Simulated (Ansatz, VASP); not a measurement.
# AlRu: VASP beside Ansatz

File INCAR:

```
  ALGO = Normal
  EDIFF = 1E-7
  ENCUT = 520
  GGA = PE
  ISIF = 2
  ISMEAR = -1
  LASPH = T
  LCHARG = F
  LREAL = F
  LWAVE = F
  NBANDS = 16
  NELM = 60
  PREC = Accurate
  SIGMA = 0.05
```

Contents of KPOINTS:

```
k-points
0
Gamma
  9 9 9
```

File POSCAR:

```
AlRu
1.0
    2.9916000000      0.0000000000      0.0000000000
    0.0000000000      2.9916000000      0.0000000000
    0.0000000000      0.0000000000      2.9916000000
Ru Al
1 1
Direct
    0.5000000000      0.5000000000      0.5000000000
    0.0000000000      0.0000000000      0.0000000000
```

input.yaml

```yaml
crystal:
  lattice:
    - [2.9916, 0.0, 0.0]
    - [0.0, 2.9916, 0.0]
    - [0.0, 0.0, 2.9916]
  atoms:
    - { symbol: Ru, position: [0.5, 0.5, 0.5] }
    - { symbol: Al, position: [0.0, 0.0, 0.0] }
hamiltonian:
  xc: pbe
  pseudopotentials: { kind: paw }
kpoints:
  mp_grid: { grid: [9, 9, 9] }
scf:
  occupations: { method: fermi_dirac, width: 0.05 }
output:
  forces: true
  stress: true
  eigenvalues: true
```

Alike in both runs: task single point; functional PBE; k mesh 9 × 9 × 9; occupations fermi-dirac, width 0.05 eV; no spin polarisation.

```csv
,VASP,Ansatz
version,VASP 6.6.1,Ansatz 0.2.0
potentials or method,"VASP PAW PBE potentials, release 64 (Ru_pv, Al)",Ansatz PAW
plane-wave cutoff (eV),520,420
valence electrons in the cell,17,19
```

|  | VASP | Ansatz | Ansatz less VASP |
| --- | --- | --- | --- |
| gap on the k mesh at the Fermi level (eV) | none | none | - |
| pressure (GPa) | 2.5 | 2.5 | +0.04 |

A gap of «none» marks a metal or a gap that the smearing closes. The functional is the same, so the differences come from potentials, cutoffs and numerics. The two sets of potentials don't hold the same shells in valence.
